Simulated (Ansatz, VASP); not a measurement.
**One calculation of Re, two programs**

```
Re
1.0
     1.38392    0.79901    6.69861
    -1.38392    0.79901    6.69861
     0.00000   -1.59802    6.69861
Re
3
Direct
  0.77783 0.77783 0.77783
  0.22217 0.22217 0.22217
  0.00000 0.00000 0.00000
```

This isn't the form of Re at room conditions, which is hcp.

Alike in both runs: task single point; functional PBE; k mesh 11 × 11 × 11; occupations fermi-dirac, width 0.05 eV; no spin polarisation.

```csv
,VASP,Ansatz
version,VASP 6.6.1,Ansatz 0.2.0
potentials or method,"VASP PAW PBE potentials, release 64 (Re)",Ansatz PAW
plane-wave cutoff (eV),520,420
valence electrons in the cell,21,45
```

VASP gave:

* gap on the k mesh at the Fermi level (eV): none
* pressure (GPa): 3.3
* largest component of the traceless stress (GPa): 0.15
* rms of the force components (eV/Å): 0.014

Question: What did Ansatz give for the same quantities?

Answer: gap on the k mesh at the Fermi level (eV): none; pressure (GPa): 3.8; largest component of the traceless stress (GPa): 0.09; rms of the force components (eV/Å): 0.016.

Atom by atom the forces differ by 0.002 eV/Å (rms over components). A gap of «none» marks a metal or a gap that the smearing closes. The two sets of potentials don't hold the same shells in valence.

Spin-orbit coupling is left out, which matters for the levels of Re.
